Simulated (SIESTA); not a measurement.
PbSe (Clausthalite):

```
Pb Se
1.0
     0.00000    3.06065    3.06065
     3.06065    0.00000    3.06065
     3.06065    3.06065    0.00000
Pb Se
1 1
Direct
  0.00000 0.00000 0.00000
  0.50000 0.50000 0.50000
```

Base run:

- Program: SIESTA 5.4.2
- Functional: PBE
- Potentials or basis: PseudoDojo 0.4 standard (PBE files)
- Basis: DZDP (energy shift 0.05 Ry)
- Grid cutoff: 500 Ry
- Energy shift: 0.05 Ry
- k mesh: 8 × 8 × 8
- Occupations: fermi-dirac, width 0.05 eV
- Spin: no spin polarisation

Its results: band gap on the k mesh 0.52 eV, direct; pressure -7.5 GPa.

Problem. The run is repeated on the same cell with these changes: basis from DZDP (energy shift 0.05 Ry) to TZP (energy shift 0.05 Ry). What comes out?

Solution. Band gap on the k mesh 0.56 eV, direct; pressure -9.2 GPa.

Caveats: semicore shells carry a single zeta, which can move pressures by several GPa and volumes by a few percent; spin-orbit coupling is left out, which as a rule narrows the gap of such compounds by several tenths of an eV; the basis of atomic orbitals isn't converged, which shifts pressures, moduli and gaps.

Not every run made on this cell is shown here.
